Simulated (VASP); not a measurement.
# Ta2N3: relaxation of cell and atoms with PBEsol

Ta2N3:

```
Ta N
1.0
    -4.86367    4.86367    4.86367
     4.86367   -4.86367    4.86367
     4.86367    4.86367   -4.86367
Ta N
16 24
Direct
  0.25000 0.21058 0.96058
  0.75000 0.28942 0.53942
  0.96058 0.25000 0.21058
  0.53942 0.75000 0.28942
  0.21058 0.96058 0.25000
  0.28942 0.53942 0.75000
  0.75000 0.78942 0.03942
  0.25000 0.71058 0.46058
  0.03942 0.75000 0.78942
  0.46058 0.25000 0.71058
  0.78942 0.03942 0.75000
  0.71058 0.46058 0.25000
  0.50000 0.50000 0.50000
  0.50000 0.00000 0.00000
  0.00000 0.50000 0.00000
  0.00000 0.00000 0.50000
  0.53463 0.77657 0.55154
  0.72503 0.98309 0.94846
  0.96537 0.51691 0.24194
  0.77497 0.72343 0.25806
  0.55154 0.53463 0.77657
  0.94846 0.72503 0.98309
  0.24194 0.96537 0.51691
  0.25806 0.77497 0.72343
  0.77657 0.55154 0.53463
  0.98309 0.94846 0.72503
  0.51691 0.24194 0.96537
  0.72343 0.25806 0.77497
  0.46537 0.22343 0.44846
  0.27497 0.01691 0.05154
  0.03463 0.48309 0.75806
  0.22503 0.27657 0.74194
  0.44846 0.46537 0.22343
  0.05154 0.27497 0.01691
  0.75806 0.03463 0.48309
  0.74194 0.22503 0.27657
  0.22343 0.44846 0.46537
  0.01691 0.05154 0.27497
  0.48309 0.75806 0.03463
  0.27657 0.74194 0.22503
```

The cell was built by a generator and needn't be a form met in nature.

* Program: VASP 6.6.1
* Task: relaxation of cell and atoms
* Functional: PBEsol
* Potentials or basis: VASP PAW PBE potentials, release 64 (Ta_pv, N)
* Cutoff: 600 eV
* k mesh: 4 × 4 × 4
* Occupations: gaussian, width 0.03 eV
* Spin: no spin polarisation
* Further INCAR settings: LREAL = Auto; ALGO = Normal; EDIFF = 1e-07; IBRION = 2; EDIFFG = -0.005; NSW = 90; ISIF = 3

```yaml
Pressure_after_relaxing: 0.0 GPa
Largest_force_after_relaxing: 0.005 eV/Å
Band_gap_on_the_k_mesh: none (metal or under the smearing width)
```

Forces on the atoms (eV/Å):
```
Ta  -0.004  0.000  0.000
Ta   0.004  0.000  0.000
Ta   0.000 -0.004  0.000
Ta   0.000  0.004  0.000
Ta   0.000  0.000 -0.004
Ta   0.000  0.000  0.004
Ta   0.004  0.000  0.000
Ta  -0.004  0.000  0.000
Ta   0.000  0.004  0.000
Ta   0.000 -0.004  0.000
Ta   0.000  0.000  0.004
Ta   0.000  0.000 -0.004
Ta   0.000  0.000  0.000
Ta   0.000  0.000  0.000
Ta   0.000  0.000  0.000
Ta   0.000  0.000  0.000
N    0.002  0.004  0.003
N   -0.002 -0.004  0.003
N    0.002 -0.004 -0.003
N   -0.002  0.004 -0.003
N    0.003  0.002  0.004
N    0.003 -0.002 -0.004
N   -0.003  0.002 -0.004
N   -0.003 -0.002  0.004
N    0.004  0.003  0.002
N   -0.004  0.003 -0.002
N   -0.004 -0.003  0.002
N    0.004 -0.003 -0.002
N   -0.002 -0.004 -0.003
N    0.002  0.004 -0.003
N   -0.002  0.004  0.003
N    0.002 -0.004  0.003
N   -0.003 -0.002 -0.004
N   -0.003  0.002  0.004
N    0.003 -0.002  0.004
N    0.003  0.002 -0.004
N   -0.004 -0.003 -0.002
N    0.004 -0.003  0.002
N    0.004  0.003 -0.002
N   -0.004  0.003  0.002
```

Final structure:
```
Ta N
1.0
    -4.86367    4.86367    4.86367
     4.86367   -4.86367    4.86367
     4.86367    4.86367   -4.86367
Ta N
16 24
Direct
  0.25000 0.21058 0.96058
  0.75000 0.28942 0.53942
  0.96058 0.25000 0.21058
  0.53942 0.75000 0.28942
  0.21058 0.96058 0.25000
  0.28942 0.53942 0.75000
  0.75000 0.78942 0.03942
  0.25000 0.71058 0.46058
  0.03942 0.75000 0.78942
  0.46058 0.25000 0.71058
  0.78942 0.03942 0.75000
  0.71058 0.46058 0.25000
  0.50000 0.50000 0.50000
  0.50000 0.00000 0.00000
  0.00000 0.50000 0.00000
  0.00000 0.00000 0.50000
  0.53463 0.77657 0.55154
  0.72503 0.98309 0.94846
  0.96537 0.51691 0.24194
  0.77497 0.72343 0.25806
  0.55154 0.53463 0.77657
  0.94846 0.72503 0.98309
  0.24194 0.96537 0.51691
  0.25806 0.77497 0.72343
  0.77657 0.55154 0.53463
  0.98309 0.94846 0.72503
  0.51691 0.24194 0.96537
  0.72343 0.25806 0.77497
  0.46537 0.22343 0.44846
  0.27497 0.01691 0.05154
  0.03463 0.48309 0.75806
  0.22503 0.27657 0.74194
  0.44846 0.46537 0.22343
  0.05154 0.27497 0.01691
  0.75806 0.03463 0.48309
  0.74194 0.22503 0.27657
  0.22343 0.44846 0.46537
  0.01691 0.05154 0.27497
  0.48309 0.75806 0.03463
  0.27657 0.74194 0.22503
```

Levels at points of the mesh, in eV from the Fermi level:
```tsv
k point	band 144	band 145	band 146	band 147	band 148	band 149	band 150	band 151	band 152	band 153
(0.00, 0.00, 0.00)	-2.16	-1.57	-0.48	-0.48	-0.48	-0.08	-0.08	0.15	0.35	0.35
(0.50, 0.00, 0.00)	-2.46	-0.41	-0.41	-0.11	-0.11	0.19	0.19	0.39	0.39	0.47
(0.50, 0.50, 0.50)	-2.47	-0.34	-0.14	-0.14	-0.14	-0.06	0.02	0.02	0.02	0.32
```

It took 4.1 min on 8 MPI ranks on Intel(R) Xeon(R) 6975P-C (Granite Rapids), with other jobs on the host, peak memory 1 GiB a rank.

Caveat: the relaxation stopped at its first step, so nothing moved; the PAW data sets were made with another functional, which shifts forces and pressure a little. The run has no spin-orbit coupling, so splittings on Ta are missing.
